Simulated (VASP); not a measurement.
# CuI in VASP: how settings move the PBE single point

Aim: see what changed inputs do to the PBE single point of zincblende CuI, under +1.8 % biaxial strain in x and y, z held.

Code: VASP 6.6.1. PAW datasets, plane waves. Spin-unpolarised throughout; all numbers are computed.

### 1 The system as given

The cell comes from an earlier relaxation with r2SCAN in another program, then strained, with the atoms relaxed again.

The symmetry is I-4m2 (No. 119, tetragonal); conventional cell a = 4.336 Å, c = 6.024 Å, 28.31 Å³ an atom. Cu has 4 I at 2.64 Å; I has 4 Cu at 2.64 Å.

The structure in full:

```
CELL_PARAMETERS angstrom
0.00000 3.06594 3.01203
3.06594 0.00000 3.01203
3.06594 3.06594 0.00000
ATOMIC_POSITIONS crystal
Cu 0.00000 0.00000 0.00000
I 0.25000 0.25000 0.25000
```

### 2 Reference

File INCAR:

```
ENCUT = 520.000000
SIGMA = 0.020000
EDIFF = 1.00e-07
GGA = PE
PREC = Accurate
IBRION = -1
ISIF = 2
ISMEAR = -1
NBANDS = 16
NELM = 120
NSW = 0
LASPH = .TRUE.
LCHARG = .FALSE.
LWAVE = .FALSE.
LREAL = .FALSE.
```

File KPOINTS:

```
KPOINTS created by Atomic Simulation Environment
0
Gamma
8 8 8
0 0 0
```

File POSCAR:

```
Cu I
 1.0000000000000000
     0.0000000000000000    3.0659442652000002    3.0120289470000001
     3.0659442652000002    0.0000000000000000    3.0120289470000001
     3.0659442652000002    3.0659442652000002    0.0000000000000000
 Cu  I
   1   1
Cartesian
  0.0000000000000000  0.0000000000000000  0.0000000000000000
  1.5329721326000001  1.5329721326000001  1.5060144735000001
```

A file KPOINTS_OPT adds named points for the levels; it doesn't enter the self-consistent loop.

Potentials: the recommended PBE PAW datasets, 18 valence electrons.

The run is started by

```
$ mpirun -np 1 vasp_std
```

### 3 Try 1

INCAR, as its differences from that of step 2:

```diff
@@ -15 +15,2 @@
 LREAL = .FALSE.
+ADDGRID = .TRUE.
```

KPOINTS is that of step 2.

POSCAR is that of step 2.

### 4 Try 2

File INCAR:

```
ENCUT = 520.000000
SIGMA = 0.020000
EDIFF = 1.00e-07
GGA = PE
IBRION = -1
ISIF = 2
ISMEAR = -1
NSW = 0
LASPH = .TRUE.
LCHARG = .FALSE.
LWAVE = .FALSE.
LREAL = .FALSE.
PREC = High
NBANDS = 21
NELM = 67
```

File KPOINTS:

```
KPOINTS created by Atomic Simulation Environment
0
Monkhorst-Pack
8 8 8
0 0 0
```

POSCAR is that of step 2.

Q: Predict the outcome of this session. Wanted: for each run, changed; ending; energy change; pressure; electronic steps; usable.

**Answer**, as computed:

| run | changed | ending | energy change (meV/atom) | pressure (GPa) | gap on the mesh (eV; negative: overlap) | electronic steps | time | usable |
| --- | --- | --- | --- | --- | --- | --- | --- | --- |
| ref. | – | converged | 0 | -0.3 | 1.08 | 15 | 53 s | yes |
| 1 | ADDGRID = .TRUE. | converged | 0.0 | -0.3 | 1.08 | 15 | 58 s | yes |
| 2 | PREC = High, NBANDS = 21, NELM = 67, shifted mesh | converged | -0.1 | -0.3 | 1.37 | 14 | 2.7 min | yes |

Of 2 altered inputs, 2 gave usable results. Among the usable ones with comparable energies, «PREC = High, NBANDS = 21, NELM = 67, shifted mesh» moves the energy most, by -0.1 meV/atom.
